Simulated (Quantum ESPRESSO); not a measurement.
# HfS2 in Quantum ESPRESSO: work function with LDA

Aim: the work function of HfS2 with LDA.

All numbers are computed with Quantum ESPRESSO 7.5; they aren't measurements. Logs are shortened: lines on timing, memory, paths and dates and some standing lists are left out, and cuts for length are marked.

## 1. The structure

The cell holds a slab with vacuum, 6 atoms: a = 3.640 Å, b = 3.640 Å, c = 23.914 Å, α = 90.00°, β = 90.00°, γ = 120.00°.

## 2. Work function, LDA

The input, pw.in:

```
&CONTROL
  calculation = 'scf'
  prefix = 'pwscf'
  outdir = './tmp'
  pseudo_dir = './pseudo'
  tprnfor = .true.
  disk_io = 'low'
/
&SYSTEM
  ibrav = 0
  celldm(1) = 8
  nat = 6
  ntyp = 2
  ecutwfc = 40
  ecutrho = 200
  nbnd = 33
  occupations = 'smearing'
  smearing = 'mv'
  degauss = 0.00367493
  assume_isolated = 'esm'
  esm_bc = 'bc1'
/
&ELECTRONS
  conv_thr = 6d-09
  electron_maxstep = 150
  mixing_beta = 0.3
  mixing_mode = 'local-TF'
  tqr = .true.
/
ATOMIC_SPECIES
S     32.0600 s_lda_v1.4.uspp.F.UPF
Hf   178.4900 hf_lda_v1.uspp.F.UPF
CELL_PARAMETERS alat
  0.8597460607263  -0.0000000000000   0.0000000000000
 -0.4298730303632   0.7445619293869   0.0000000000000
  0.0000000000000   0.0000000000000   5.6489509070818
ATOMIC_POSITIONS crystal
S      0.6666666700    0.3333333400   -0.1863810164
Hf     0.0000000000    0.0000000000   -0.1266092898
S      0.3333333300    0.6666666600   -0.0668375632
S      0.6666666700    0.3333333400    0.0668375632
Hf     0.0000000000    0.0000000000    0.1266092898
S      0.3333333300    0.6666666600    0.1863810164
K_POINTS automatic
8 8 1 0 0 0
```

The input, pp_density.in:

```
&INPUTPP
  prefix = 'pwscf'
  outdir = './tmp'
  filplot = 'density.dat'
  plot_num = 0
/
&PLOT
  nfile = 1
  filepp(1) = 'density.dat'
  iflag = 3
  output_format = 6
  fileout = 'density.cube'
/
```

The input, pp_potential.in:

```
&INPUTPP
  prefix = 'pwscf'
  outdir = './tmp'
  filplot = 'potential.dat'
  plot_num = 11
/
&PLOT
  nfile = 1
  filepp(1) = 'potential.dat'
  iflag = 3
  output_format = 6
  fileout = 'potential.cube'
/
```

Potentials or basis: GBRV 1.5 LDA.

Command:

```bash
$ OMP_NUM_THREADS=1 mpirun -n 2 pw.x -nk 2 -in pw.in > pw.out
$ OMP_NUM_THREADS=1 mpirun -n 1 pp.x -in pp_density.in > pp_density.out
$ OMP_NUM_THREADS=1 mpirun -n 1 pp.x -in pp_potential.in > pp_potential.out
```

pw.out:

```text
This program is part of the open-source Quantum ESPRESSO suite
     for quantum simulation of materials; please cite
         "P. Giannozzi et al., J. Phys.:Condens. Matter 21 395502 (2009);
         "P. Giannozzi et al., J. Phys.:Condens. Matter 29 465901 (2017);
         "P. Giannozzi et al., J. Chem. Phys. 152 154105 (2020);
     in publications or presentations arising from this work. More details at

     Message from routine setup:
     using ibrav=0 with symmetry is DISCOURAGED, use correct ibrav instead

     K-points division:     npool     =       2
     Subspace diagonalization in iterative solution of the eigenvalue problem:
     a serial algorithm will be used

     G-vector sticks info
     --------------------
     sticks:   dense  smooth     PW     G-vecs:    dense   smooth      PW
     Sum         649     511    151                88511    63151   10281

     Using Slab Decomposition

     bravais-lattice index     =            0
     lattice parameter (alat)  =       8.0000  a.u.
     unit-cell volume          =    1851.4363 (a.u.)^3
     number of atoms/cell      =            6
     number of atomic types    =            2
     number of electrons       =        48.00
     number of Kohn-Sham states=           33
     kinetic-energy cutoff     =      40.0000  Ry
     charge density cutoff     =     200.0000  Ry
     scf convergence threshold =      6.0E-09
     mixing beta               =       0.3000
     number of iterations used =            8  local-TF  mixing
     Exchange-correlation= SLA  PZ   NOGX NOGC
                           (   1   1   0   0   0   0   0)

     Effective Screening Medium Method
     =================================
     Boundary Conditions: Vacuum-Slab-Vacuum
     total charge in unit cell        =   0.0000
     grid points for fit at edges     =        4

     celldm(1)=   8.000000  celldm(2)=   0.000000  celldm(3)=   0.000000
     celldm(4)=   0.000000  celldm(5)=   0.000000  celldm(6)=   0.000000

     crystal axes: (cart. coord. in units of alat)
               a(1) = (   0.859746  -0.000000   0.000000 )
               a(2) = (  -0.429873   0.744562   0.000000 )
               a(3) = (   0.000000   0.000000   5.648951 )

     reciprocal axes: (cart. coord. in units 2 pi/alat)
               b(1) = (  1.163134  0.671536 -0.000000 )
               b(2) = (  0.000000  1.343072 -0.000000 )
               b(3) = ( -0.000000 -0.000000  0.177024 )

     PseudoPot. # 1 for S  read from file:
     s_lda_v1.4.uspp.F.UPF
     Pseudo is Ultrasoft + core correction, Zval =  6.0
     Generated by new atomic code, or converted to UPF format
[... 32 lines left out ...]

   Cartesian axes

     site n.     atom                  positions (alat units)
         1        S      tau(   1) = (   0.4298730   0.2481873  -1.0528572  )
         2        Hf     tau(   2) = (   0.0000000   0.0000000  -0.7152097  )
         3        S      tau(   3) = (  -0.0000000   0.4963746  -0.3775621  )
         4        S      tau(   4) = (   0.4298730   0.2481873   0.3775621  )
         5        Hf     tau(   5) = (   0.0000000   0.0000000   0.7152097  )
         6        S      tau(   6) = (  -0.0000000   0.4963746   1.0528572  )

     number of k points=    10  Marzari-Vanderbilt smearing, width (Ry)=  0.0037
                       cart. coord. in units 2pi/alat
        k(    1) = (   0.0000000   0.0000000   0.0000000), wk =   0.0312500
        k(    2) = (   0.0000000   0.1678840   0.0000000), wk =   0.1875000
        k(    3) = (   0.0000000   0.3357679   0.0000000), wk =   0.1875000
        k(    4) = (   0.0000000   0.5036519   0.0000000), wk =   0.1875000
        k(    5) = (   0.0000000  -0.6715358   0.0000000), wk =   0.0937500
        k(    6) = (   0.1453918   0.2518259   0.0000000), wk =   0.1875000
        k(    7) = (   0.1453918   0.4197099   0.0000000), wk =   0.3750000
        k(    8) = (   0.1453918   0.5875938   0.0000000), wk =   0.3750000
        k(    9) = (   0.2907835   0.5036519   0.0000000), wk =   0.1875000
        k(   10) = (   0.2907835   0.6715358   0.0000000), wk =   0.1875000

     Dense  grid:    88511 G-vectors     FFT dimensions: (  32,  32, 216)

     Smooth grid:    63151 G-vectors     FFT dimensions: (  27,  27, 192)
     Real space treatment of Q(r)

     Check: negative core charge=   -0.000017

     Initializing real-space augmentation for DENSE grid
     Message from routine real_space_q:
     integrated real space q too different from target q
     Largest difference:   0.001424 for atom type # 1

     Initial potential from superposition of free atoms

     starting charge      43.9999, renormalised to      48.0000

     negative rho (up, down):  2.335E-01 0.000E+00
     Starting wfcs are   42 randomized atomic wfcs

     Self-consistent Calculation

     iteration #  1     ecut=    40.00 Ry     beta= 0.30
     Davidson diagonalization with overlap
     ethr =  1.00E-02,  avg # of iterations =  6.0

     negative rho (up, down):  2.190E-01 0.000E+00
[... 307 lines left out ...]
     iteration # 33     ecut=    40.00 Ry     beta= 0.30
     Davidson diagonalization with overlap
     ethr =  5.54E-11,  avg # of iterations =  4.0

     negative rho (up, down):  2.268E-01 0.000E+00

     End of self-consistent calculation

          k = 0.0000 0.0000 0.0000 (  7783 PWs)   bands (ev):

   -68.4365 -68.4365 -37.1176 -37.1174 -37.0100 -37.0100 -37.0099 -37.0099
   -19.4334 -19.3494 -18.0001 -17.8579 -10.9042 -10.4342  -9.2685  -9.2685
    -9.2553  -9.2553  -7.8087  -7.0151  -6.6061  -6.6061  -6.5605  -6.5605
    -4.6438  -4.6438  -4.6285  -4.6285  -3.8919  -3.7546  -1.3851  -1.0097
    -0.7808
[... 19 lines left out ...]
   -68.4311 -68.4311 -37.1759 -37.1758 -37.0850 -37.0850 -37.0478 -37.0478
   -18.3514 -18.2972 -17.9266 -17.8657 -10.9824 -10.8847  -9.9261  -9.6706
    -9.1031  -8.9998  -8.9488  -8.7756  -7.7936  -7.7021  -7.6198  -7.4261
    -5.3183  -5.2380  -2.8284  -2.8016  -2.6456  -2.5924  -0.6611  -0.6107
    -0.4060

          k = 0.0000-0.6715 0.0000 (  7946 PWs)   bands (ev):

   -68.4301 -68.4301 -37.2035 -37.2035 -37.0796 -37.0794 -37.0542 -37.0542
   -18.2578 -18.2273 -17.7549 -17.7159 -11.4119 -11.3660  -9.7367  -9.4953
    -9.0424  -8.9868  -8.8818  -8.8288  -8.0461  -7.6940  -7.6165  -7.6038
    -5.4084  -5.3315  -2.5997  -2.5946  -2.5855  -2.5646  -0.7591  -0.4441
    -0.4273
[... 35 lines left out ...]
   -68.4295 -68.4295 -37.1676 -37.1676 -37.1151 -37.1151 -37.0759 -37.0758
   -18.0002 -17.9833 -17.8464 -17.8325 -10.7098 -10.6932 -10.0395  -9.9579
    -9.6234  -9.6220  -8.6498  -8.6037  -8.5145  -8.3950  -8.1078  -8.0627
    -4.1243  -4.0957  -3.1245  -3.0367  -2.8857  -2.8209  -1.0628  -0.9549
    -0.4081

     the Fermi energy is    -5.9880 ev

!    total energy              =    -414.20619242 Ry
     estimated scf accuracy    <          4.8E-09 Ry
     smearing contrib. (-TS)   =       0.00000000 Ry
     internal energy E=F+TS    =    -414.20619242 Ry

     The total energy is F=E-TS. E is the sum of the following terms:
     one-electron contribution =    4871.60440138 Ry
     hartree contribution      =   -2444.05845547 Ry
     xc contribution           =    -184.18327940 Ry
     ewald contribution        =   -2657.56885893 Ry

     convergence has been achieved in  33 iterations

     negative rho (up, down):  2.268E-01 0.000E+00

     Forces acting on atoms (cartesian axes, Ry/au):

     atom    1 type  1   force =     0.00000000   -0.00000000    0.01257555
     atom    2 type  2   force =    -0.00000000   -0.00000000   -0.00016749
     atom    3 type  1   force =     0.00000000    0.00000000   -0.00864375
     atom    4 type  1   force =     0.00000000   -0.00000000    0.00864375
     atom    5 type  2   force =     0.00000000    0.00000000    0.00016749
     atom    6 type  1   force =     0.00000000   -0.00000000   -0.01257555

     Total force =     0.021582     Total SCF correction =     0.000156

=------------------------------------------------------------------------------=
   JOB DONE.
=------------------------------------------------------------------------------=
```

pp_density.out:

```text
This program is part of the open-source Quantum ESPRESSO suite
     for quantum simulation of materials; please cite
         "P. Giannozzi et al., J. Phys.:Condens. Matter 21 395502 (2009);
         "P. Giannozzi et al., J. Phys.:Condens. Matter 29 465901 (2017);
         "P. Giannozzi et al., J. Chem. Phys. 152 154105 (2020);
     in publications or presentations arising from this work. More details at

     IMPORTANT: XC functional enforced from input :
     Exchange-correlation= PZ
                           (   1   1   0   0   0   0   0)
     Any further DFT definition will be discarded
     Please, verify this is what you really want

     G-vector sticks info
     --------------------
     sticks:   dense  smooth     PW     G-vecs:    dense   smooth      PW
     Sum         649     511    151                88511    63151   10281

     Using Slab Decomposition

     Check: negative core charge=   -0.000017

     Initializing real-space augmentation for DENSE grid
     Message from routine real_space_q:
     integrated real space q too different from target q
     Largest difference:   0.001424 for atom type # 1

     negative rho (up, down):  2.268E-01 0.000E+00

     Calling punch_plot, plot_num =   0
     Writing data to file  density.dat
     Reading data from file  density.dat

     Writing data to be plotted to file density.cube
     Plot Type: 3D                     Output format: Gaussian cube

=------------------------------------------------------------------------------=
   JOB DONE.
=------------------------------------------------------------------------------=
```

It took 6.5 min on 2 MPI ranks of Intel Xeon at 2.50GHz (Skylake/Cascade Lake), shared host; peak memory 0.44 GiB.

What came out:

```yaml
Free_energy: -5635.5623 eV
Largest_force: 0.323 eV/Å
Band_gap_on_the_k_mesh: 1.15 eV, indirect (least direct gap 1.90 eV)
Ionisation_potential_of_the_upper_face: 6.56 eV
Electron_affinity_of_the_upper_face: 5.41 eV
```

Forces on the atoms (eV/Å):
```
S    0.000  0.000  0.323
Hf   0.000  0.000 -0.004
S    0.000  0.000 -0.222
S    0.000  0.000  0.222
Hf   0.000  0.000  0.004
S    0.000  0.000 -0.323
```

Caveat: real space augmentation costs some meV and hundredths of eV per Å; ionisation potential and electron affinity come from Kohn-Sham levels, which understate the gap; this smearing can shift energies of a crystal with a gap; spin-orbit coupling is left out, which moves the levels of the heavy elements.
